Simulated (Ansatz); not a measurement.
The system is FeSi.

```
Fe Si
1.0
     4.55070    0.00000    0.00000
     0.00000    4.55070    0.00000
     0.00000    0.00000    4.55070
Fe Si
4 4
Direct
  0.86348 0.63652 0.36348
  0.63652 0.36348 0.86348
  0.36348 0.86348 0.63652
  0.13652 0.13652 0.13652
  0.15760 0.34240 0.65760
  0.34240 0.65760 0.15760
  0.65760 0.15760 0.34240
  0.84240 0.84240 0.84240
```

Base run:

| Property | Result |
| --- | --- |
| Program | Ansatz 0.2.0 |
| Functional | HSE06 |
| Potentials or basis | Ansatz PAW |
| Cutoff | 420 eV (not typed: the program's choice for these potentials) |
| k mesh | 4 × 4 × 4 |
| Occupations | fermi-dirac, width 0.05 eV |
| Spin | collinear spin, ferromagnetic start |
| Starting moments | [3.0, 3.0, 3.0, 3.0, 0.0, 0.0, 0.0, 0.0] μB |

Its results: band gap on the k mesh none (metal or under the smearing width); pressure -2.9 GPa; net moment 7.37 μB per cell; site moments Fe +2.23; Si -0.16 μB; largest force 0.628 eV/Å.

Problem. The run is repeated on the same cell with these changes: functional from HSE06 to PBE0. What comes out?

Solution. Band gap on the k mesh none (metal or under the smearing width); pressure -3.5 GPa; net moment 7.34 μB per cell; site moments Fe +2.22; Si -0.16 μB; largest force 0.623 eV/Å.

Caveats: the magnetic or orbital state may not be the lowest; the PAW data sets come from PBE, with cores solved anew for the run's functional, which leaves a small shift of forces and pressure; the thresholds are loose for stress.
